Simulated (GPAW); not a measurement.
# NiO (Fm-3m) in GPAW: a series of runs, part 2 of 2

GPAW 26.7.0. Earlier steps stand in the parts before.

## (4) Phonons, r2SCAN+U, collinear spin, ferromagnetic start

Input file run.py:

```python
import json
import numpy as np
import spglib
from ase import Atoms
from ase.constraints import FixSymmetry
from ase.filters import FrechetCellFilter
from ase.io import read, write
from ase.optimize import BFGS
from phonopy import Phonopy
from phonopy.structure.atoms import PhonopyAtoms
from gpaw import GPAW, PW

atoms = read('NiO.cif')
cell, positions, numbers = spglib.find_primitive(
    (atoms.cell[:], atoms.get_scaled_positions(), atoms.numbers), symprec=1e-4)
atoms = Atoms(numbers, cell=cell, scaled_positions=positions, pbc=True)
atoms.set_initial_magnetic_moments([1.0, 0.0])

calc = GPAW(mode=PW(680),
            xc='MGGA_X_R2SCAN+MGGA_C_R2SCAN',
            kpts={'size': (6, 6, 6), 'gamma': True},
            occupations={'name': 'fermi-dirac', 'width': 0.15},
            setups={'Ni': ':d,3.0'},
            nbands=22,
            convergence={'density': 1e-06, 'eigenstates': 1e-09},
            mixer={'backend': 'msr1', 'nmaxold': 20},
            maxiter=80,
            txt='gpaw.txt')
atoms.calc = calc
atoms.set_constraint(FixSymmetry(atoms))
BFGS(FrechetCellFilter(atoms), trajectory='relax.traj', logfile='-').run(fmax=0.005, steps=40)
atoms.set_constraint()
energy = atoms.get_potential_energy()
forces = atoms.get_forces()
stress = atoms.get_stress()
calc.write('gs.gpw')
write('result.traj', atoms)
print('Cell:', atoms.cell.cellpar().round(4))
print(atoms.get_scaled_positions().round(5))

def force_constants(scale):
    unit = PhonopyAtoms(symbols=atoms.get_chemical_symbols(), cell=atoms.cell[:] * scale**(1 / 3),
                        scaled_positions=atoms.get_scaled_positions(),
                        magnetic_moments=atoms.get_initial_magnetic_moments())
    ph = Phonopy(unit, supercell_matrix=np.diag([1, 1, 1]), primitive_matrix=np.eye(3), symprec=1e-4)
    ph.generate_displacements(distance=0.01)
    forces = []
    for i, sc in enumerate(ph.supercells_with_displacements):
        a = Atoms(sc.symbols, cell=sc.cell, scaled_positions=sc.scaled_positions, pbc=True,
                  magmoms=sc.magnetic_moments)
        c = GPAW(mode=PW(680),
                 xc='MGGA_X_R2SCAN+MGGA_C_R2SCAN',
                 kpts={'size': (6, 6, 6), 'gamma': True},
                 occupations={'name': 'fermi-dirac', 'width': 0.15},
                 setups={'Ni': ':d,3.0'},
                 nbands=22,
                 convergence={'density': 1e-06, 'eigenstates': 1e-09},
                 mixer={'backend': 'msr1', 'nmaxold': 20},
                 maxiter=80,
                 txt=f'disp-{scale:.3f}-{i:02d}.txt')
        a.calc = c
        f = a.get_forces()
        forces.append(f - f.mean(axis=0))
        print(f'displacement {i}: drift', f.mean(axis=0).round(5), flush=True)
    ph.forces = forces
    ph.produce_force_constants()
    ph.symmetrize_force_constants()
    return ph

qpoints = [[0.0, 0.0, 0.0]]
results = {}
for scale in [1.0]:
    ph = force_constants(scale)
    ph.run_qpoints(qpoints)
    nu = ph.qpoints.frequencies * 33.35641  # THz to cm^-1
    results[f'{scale:.3f}'] = nu.tolist()
    for qp, f in zip(qpoints, nu):
        print(scale, np.round(qp, 4), f.round(2))
json.dump(results, open('phonons.json', 'w'))
```

Input file NiO.cif:

```cif
data_NiO
_cell_length_a 4.17180328
_cell_length_b 4.17180328
_cell_length_c 4.17180328
_cell_angle_alpha 90.00000000
_cell_angle_beta 90.00000000
_cell_angle_gamma 90.00000000
_space_group_name_H-M_alt 'Fm-3m'
_space_group_name_Hall '-F 4 2 3'
_space_group_IT_number 225
loop_
_space_group_symop_operation_xyz
'x,y,z'
'-x,-y,-z'
'-y,x,z'
'y,-x,-z'
'-x,-y,z'
'x,y,-z'
'y,-x,z'
'-y,x,-z'
'x,-y,-z'
'-x,y,z'
'-y,-x,-z'
'y,x,z'
'-x,y,-z'
'x,-y,z'
'y,x,-z'
'-y,-x,z'
'z,x,y'
'-z,-x,-y'
'z,-y,x'
'-z,y,-x'
'z,-x,-y'
'-z,x,y'
'z,y,-x'
'-z,-y,x'
'-z,x,-y'
'z,-x,y'
'-z,-y,-x'
'z,y,x'
'-z,-x,y'
'z,x,-y'
'-z,y,x'
'z,-y,-x'
'y,z,x'
'-y,-z,-x'
'x,z,-y'
'-x,-z,y'
'-y,z,-x'
'y,-z,x'
'-x,z,y'
'x,-z,-y'
'-y,-z,x'
'y,z,-x'
'-x,-z,-y'
'x,z,y'
'y,-z,-x'
'-y,z,x'
'x,-z,y'
'-x,z,-y'
'x,y+1/2,z+1/2'
'-x,-y+1/2,-z+1/2'
'-y,x+1/2,z+1/2'
'y,-x+1/2,-z+1/2'
[... 63 lines left out ...]
'-z+1/2,y,-x+1/2'
'z+1/2,-x,-y+1/2'
'-z+1/2,x,y+1/2'
'z+1/2,y,-x+1/2'
'-z+1/2,-y,x+1/2'
'-z+1/2,x,-y+1/2'
'z+1/2,-x,y+1/2'
'-z+1/2,-y,-x+1/2'
'z+1/2,y,x+1/2'
'-z+1/2,-x,y+1/2'
'z+1/2,x,-y+1/2'
'-z+1/2,y,x+1/2'
'z+1/2,-y,-x+1/2'
'y+1/2,z,x+1/2'
'-y+1/2,-z,-x+1/2'
'x+1/2,z,-y+1/2'
'-x+1/2,-z,y+1/2'
'-y+1/2,z,-x+1/2'
'y+1/2,-z,x+1/2'
'-x+1/2,z,y+1/2'
'x+1/2,-z,-y+1/2'
'-y+1/2,-z,x+1/2'
'y+1/2,z,-x+1/2'
'-x+1/2,-z,-y+1/2'
'x+1/2,z,y+1/2'
'y+1/2,-z,-x+1/2'
'-y+1/2,z,x+1/2'
'x+1/2,-z,y+1/2'
'-x+1/2,z,-y+1/2'
'x+1/2,y+1/2,z'
'-x+1/2,-y+1/2,-z'
'-y+1/2,x+1/2,z'
'y+1/2,-x+1/2,-z'
'-x+1/2,-y+1/2,z'
'x+1/2,y+1/2,-z'
'y+1/2,-x+1/2,z'
'-y+1/2,x+1/2,-z'
'x+1/2,-y+1/2,-z'
'-x+1/2,y+1/2,z'
'-y+1/2,-x+1/2,-z'
'y+1/2,x+1/2,z'
'-x+1/2,y+1/2,-z'
'x+1/2,-y+1/2,z'
'y+1/2,x+1/2,-z'
'-y+1/2,-x+1/2,z'
'z+1/2,x+1/2,y'
'-z+1/2,-x+1/2,-y'
'z+1/2,-y+1/2,x'
'-z+1/2,y+1/2,-x'
'z+1/2,-x+1/2,-y'
'-z+1/2,x+1/2,y'
'z+1/2,y+1/2,-x'
'-z+1/2,-y+1/2,x'
'-z+1/2,x+1/2,-y'
'z+1/2,-x+1/2,y'
'-z+1/2,-y+1/2,-x'
'z+1/2,y+1/2,x'
'-z+1/2,-x+1/2,y'
'z+1/2,x+1/2,-y'
'-z+1/2,y+1/2,x'
'z+1/2,-y+1/2,-x'
'y+1/2,z+1/2,x'
'-y+1/2,-z+1/2,-x'
'x+1/2,z+1/2,-y'
'-x+1/2,-z+1/2,y'
'-y+1/2,z+1/2,-x'
'y+1/2,-z+1/2,x'
'-x+1/2,z+1/2,y'
'x+1/2,-z+1/2,-y'
'-y+1/2,-z+1/2,x'
'y+1/2,z+1/2,-x'
'-x+1/2,-z+1/2,-y'
'x+1/2,z+1/2,y'
'y+1/2,-z+1/2,-x'
'-y+1/2,z+1/2,x'
'x+1/2,-z+1/2,y'
'-x+1/2,z+1/2,-y'
loop_
_atom_site_label
_atom_site_type_symbol
_atom_site_symmetry_multiplicity
_atom_site_Wyckoff_symbol
_atom_site_fract_x
_atom_site_fract_y
_atom_site_fract_z
_atom_site_occupancy
Ni1 Ni 4 a 0.0000000000 0.0000000000 0.0000000000 1
O1 O 4 b 0.5000000000 0.0000000000 0.0000000000 1
```

Potentials or basis: GPAW PAW data sets (gpaw-data 1.2.1), pw.

Launch:

```bash
$ OMP_NUM_THREADS=1 python run.py
```

gpaw.txt:

```text
__  _  _
 | _ |_)|_||  |
 |__||  | ||/\| - 26.7.0

Input parameters:
  mode=PW(ecut=680.0),
  convergence={'density': 1e-06, 'eigenstates': 1e-09},
  kpts=MonkhorstPack(size=(6, 6, 6), gamma=True),
  maxiter=80,
  mixer=MSR1(name='msr1', nmaxold=20, beta=0.05, reg=0.005, gb_scale=1.0, max_A=0.75, trust_scale=1.0, soft_lim=4.0, hard_lim=6.0, weight=20.0, sigma=0.015, g_ss=None),
  nbands=22,
  occupations=Occupations(name='fermi-dirac', width=0.15),
  setups={'Ni': ':d,3.0'},
  xc=XC(name='MGGA_X_R2SCAN+MGGA_C_R2SCAN')

Diagonalizing LCAO Hamiltonian
Converting LCAO to pw mode

              O

       Ni

Atoms  # Å, Bohr magnetons
|   | symbol |        x |        y |        z |    initial magnetic moments |
|---|--------|----------|----------|----------|-----------------------------|
| 0 |     Ni | 0.000000 | 0.000000 | 0.000000 | ( 0.0000,  0.0000,  1.0000) |
| 1 |      O | 2.085902 | 2.085902 | 2.085902 | ( 0.0000,  0.0000,  0.0000) |
[... 198 lines left out ...]
|iter:   1| |  -22.554939 | +0.05 |       |  +1.0004|
|iter:   2| |  -18.504097 | -1.85 | -1.04 |  +1.0290|
|iter:   3| |  -23.414111 | -1.37 | -1.05 |  +1.1007|
|iter:   4| |  -19.403997 | -1.36 | -0.87 |  +1.2660|
|iter:   5| |  -20.278918 | -2.55 | -1.29 |  +1.5494|
|iter:   6| |  -20.700081 | -2.27 | -1.48 |  +2.0610|
|iter:   7| |  -20.706644 | -3.65 | -2.03 |  +1.9919|
|iter:   8| |  -20.709082c| -4.41 | -2.27 |  +2.0022|
|iter:   9| |  -20.708869c| -5.68 | -2.93 |  +1.9942|
|iter:  10| |  -20.708972c| -5.95 | -3.34 |  +2.0007|
|iter:  11| |  -20.708975c| -6.45 | -3.64 |  +2.0005|
|iter:  12| |  -20.708974c| -8.16 | -4.13 |  +2.0005|
|iter:  13| |  -20.708975c| -8.51 | -4.45 |  +2.0000|
|iter:  14| |  -20.708975c| -9.93c| -5.50 |  +2.0000|
|iter:  15| |  -20.708975c| -9.61c| -5.86 |  +2.0000|
|iter:  16| |  -20.708975c|-10.43c| -6.40c|  +2.0000|

Converged in 16 steps
Energy contributions relative to reference atoms: (reference = -43408.850748)

Energy contributions:
  Kinetic:          41.966783
  Coulomb:         -35.078391
  Zero:              0.154684
  External:          0.000000
  Xc:              -27.752037
  Entropy:          -0.000029
  Spinorbit:         0.000000
  ----------------------------
  Free energy:     -20.708990
  Extrapolated:    -20.708975
[... 43 lines left out ...]
Stress tensor  # eV/Ang^3
|         x |         y |         z |
|-----------|-----------|-----------|
| -0.051646 | -0.000000 | -0.000000 |
[... 306 lines left out ...]

Interpolating wave functions to new cell

              O
[... 208 lines left out ...]
|iter:   3| |  -20.745494 | -3.69 | -1.92 |  +2.0000|
|iter:   4| |  -20.734218 | -4.26 | -2.03 |  +2.0000|
|iter:   5| |  -20.732083 | -4.77 | -2.29 |  +2.0000|
|iter:   6| |  -20.732297c| -4.77 | -2.55 |  +2.0000|
|iter:   7| |  -20.732523c| -5.16 | -3.00 |  +2.0000|
|iter:   8| |  -20.732539c| -6.25 | -3.33 |  +2.0000|
|iter:   9| |  -20.732532c| -6.26 | -3.42 |  +2.0000|
|iter:  10| |  -20.732534c| -8.35 | -3.63 |  +2.0000|
|iter:  11| |  -20.732533c| -8.67 | -3.66 |  +2.0000|
|iter:  12| |  -20.732532c| -9.08c| -3.74 |  +2.0000|
|iter:  13| |  -20.732529c| -7.67 | -3.79 |  +2.0000|
|iter:  14| |  -20.732530c| -8.34 | -4.23 |  +2.0000|
|iter:  15| |  -20.732530c| -8.76 | -4.34 |  +2.0000|
|iter:  16| |  -20.732530c| -9.73c| -4.83 |  +2.0000|
|iter:  17| |  -20.732530c|-10.45c| -5.27 |  +2.0000|
|iter:  18| |  -20.732530c| -9.37c| -6.09c|  +2.0000|

Converged in 18 steps
Energy contributions relative to reference atoms: (reference = -43408.850748)

Energy contributions:
  Kinetic:          38.795676
  Coulomb:         -32.617034
  Zero:              0.165346
  External:          0.000000
  Xc:              -27.076503
  Entropy:          -0.000029
  Spinorbit:         0.000000
  ----------------------------
  Free energy:     -20.732545
  Extrapolated:    -20.732530
[... 43 lines left out ...]
Stress tensor  # eV/Ang^3
|         x |         y |         z |
|-----------|-----------|-----------|
| -0.001384 | -0.000000 | -0.000000 |
| -0.000000 | -0.001384 |  0.000000 |
| -0.000000 |  0.000000 | -0.001384 |

Forces  # eV/Ang
|       x |        y |        z |
|---------|----------|----------|
| 0.00000 | -0.00000 | -0.00000 |  # Ni   0
| 0.00000 | -0.00000 | -0.00000 |  # O    1

Interpolating wave functions to new cell

              O
[... 209 lines left out ...]
|iter:   4| |  -20.732337c| -5.79 | -2.70 |  +2.0000|
|iter:   5| |  -20.732335c| -5.86 | -2.87 |  +2.0000|
|iter:   6| |  -20.732417c| -6.82 | -3.13 |  +2.0000|
|iter:   7| |  -20.732554c| -6.17 | -3.23 |  +2.0000|
|iter:   8| |  -20.732561c| -6.62 | -3.60 |  +2.0000|
|iter:   9| |  -20.732547c| -6.85 | -3.82 |  +2.0000|
|iter:  10| |  -20.732548c| -9.07c| -3.95 |  +2.0000|
|iter:  11| |  -20.732549c| -9.49c| -4.01 |  +2.0000|
|iter:  12| |  -20.732549c| -9.92c| -4.05 |  +2.0000|
|iter:  13| |  -20.732545c| -7.91 | -4.09 |  +2.0000|
|iter:  14| |  -20.732548c| -8.55 | -4.79 |  +2.0000|
|iter:  15| |  -20.732548c| -9.71c| -4.67 |  +2.0000|
|iter:  16| |  -20.732547c| -9.66c| -4.85 |  +2.0000|
|iter:  17| |  -20.732547c|-10.56c| -5.23 |  +2.0000|
|iter:  18| |  -20.732547c| -9.36c| -5.68 |  +2.0000|
|iter:  19| |  -20.732547c| -9.52c| -6.08c|  +2.0000|

Converged in 19 steps
Energy contributions relative to reference atoms: (reference = -43408.850748)

Energy contributions:
  Kinetic:          38.706125
  Coulomb:         -32.546734
  Zero:              0.165457
  External:          0.000000
  Xc:              -27.057380
  Entropy:          -0.000029
  Spinorbit:         0.000000
  ----------------------------
  Free energy:     -20.732561
  Extrapolated:    -20.732547
[... 43 lines left out ...]
Stress tensor  # eV/Ang^3
|        x |        y |        z |
|----------|----------|----------|
| 0.000032 | 0.000000 | 0.000000 |
| 0.000000 | 0.000032 | 0.000000 |
| 0.000000 | 0.000000 | 0.000032 |

Forces  # eV/Ang
|        x |       y |        z |
|----------|---------|----------|
| -0.00000 | 0.00000 | -0.00000 |  # Ni   0
|  0.00000 | 0.00000 |  0.00000 |  # O    1

# Writing to gs.gpw (mode='')
```

It took 7.5 min on 1 thread of Arm Neoverse V2, shared host; peak memory 0.73 GiB.

What came out:

| Item | Value |
| --- | --- |
| Free energy | -20.7326 eV |
| Relaxed volume | 9.41 Å³/atom |
| Relaxed cell | a = 2.986 Å, b = 2.986 Å, c = 2.986 Å, α = 60.00°, β = 60.00°, γ = 60.00° |
| Space group after relaxing (to 0.05 Å) | Fm-3m (No. 225) |
| Pressure after relaxing | 0.0 GPa |
| Band gap on the k mesh | 2.39 eV, indirect (least direct gap 3.55 eV) |
| Net moment | 2.00 μB per cell |
| Site moments | Ni +1.79; O +0.16 μB |
| Highest phonon frequency at Γ, LO-TO splitting left out | 341 cm⁻¹ |

Final structure:
```xyz
2
Lattice="0.0000 2.1114 2.1114 2.1114 0.0000 2.1114 2.1114 2.1114 0.0000" Properties=species:S:1:pos:R:3 pbc="T T T"
Ni    0.0000    0.0000    0.0000
O     2.1114    2.1114    2.1114
```

Levels at points of the mesh, in eV from the valence-band top:
Spin up:
```csv
k point,band 8,band 9,band 10,band 11,band 12,band 13,band 14,band 15,band 16,band 17
"(0.00, 0.00, 0.00)",-3.95,-3.95,-2.05,-2.05,-2.05,2.39,19.01,19.42,19.42,19.42
"(0.50, 0.50, 0.00)",-4.19,-3.39,-3.39,-3.11,-3.11,6.90,11.89,12.72,17.71,17.71
"(0.50, 0.50, 0.50)",-3.43,-3.43,-2.47,0.00,0.00,6.61,11.07,14.96,14.96,21.79
```
Spin down:
| k point | band 7 | band 8 | band 9 | band 10 | band 11 | band 12 | band 13 | band 14 |
| --- | --- | --- | --- | --- | --- | --- | --- | --- |
| (0.00, 0.00, 0.00) | -2.98 | -1.57 | -1.57 | -1.57 | 2.72 | 2.72 | 2.90 | 19.06 |
| (0.50, 0.50, 0.00) | -2.97 | -2.97 | -2.06 | -2.06 | 3.24 | 3.71 | 7.62 | 12.37 |
| (0.50, 0.50, 0.50) | -3.78 | -1.74 | -1.74 | -1.51 | 5.22 | 5.22 | 6.89 | 11.79 |

Phonon frequencies in cm⁻¹ (negative: imaginary):
```tsv
q point	frequencies
(0.000, 0.000, 0.000)	0 0 0 341 341 341
```

Caveat: the k mesh is coarse (spacing up to 0.43 Å⁻¹), so the values aren't converged; the cutoff is short for stress and forces, so pressures can be off by a GPa or more; the stock nickel data set gives pressures a few GPa off other programs; the LO-TO splitting is left out; the PAW data sets were made with another functional, which shifts forces and pressure a little; a cell with one magnetic atom can't hold antiferromagnetic order, which such compounds often take.

## (5) The runs side by side

```tsv
task	level	potentials or basis	U	cell	k mesh	cutoff (eV)	smearing	maxiter	data set	random start of the orbitals	convergence	supercell	mesh quality	gap on the mesh (eV)	pressure (GPa)	moment (μB)
hyperfine couplings	revPBE	the program's PAW data sets (release 1.2.1) made for this functional, other valence, pw	-	as given	11 × 11 × 11	800	fermi-dirac 0.01 eV	100	Ni 10	-	-	-	not flagged	none	11.5	1.83
hyperfine couplings	LDA	PAW data sets generated in the run's folder for this functional, pw	-	as given	11 × 11 × 11	800	gaussian 0.15 eV	50	-	yes	-	-	not flagged	none	-16.4	0.23
phonons	r2SCAN+U	GPAW PAW data sets (gpaw-data 1.2.1), pw	Ni d U = 3 eV	relaxed	6 × 6 × 6	680	fermi-dirac 0.15 eV	80	-	-	density=1e-06 eigenstates=1e-09	1 × 1 × 1	coarse	2.39	0.0	2.00
```

Alike in all rows: spin collinear, ferromagnetic start; other keys several, not listed.

Caveats: some runs use coarse meshes; the dipolar part lacks the spin inside other atoms' spheres (some runs); a cell with one magnetic atom can't hold antiferromagnetic order, which such compounds often take (some runs); semilocal functionals often make such compounds metallic where correlation or magnetic order opens a gap, which also shifts bond lengths (some runs); the stock nickel data set gives pressures a few GPa off other programs (some runs); so large a pressure means that the cell lies far from this level's equilibrium, or that cutoff or potentials fall short (some runs); the cutoff is short for stress and forces, so pressures can be off by a GPa or more (some runs); the LO-TO splitting is left out (some runs).

Absolute energies hang on the potentials; compare differences alone.
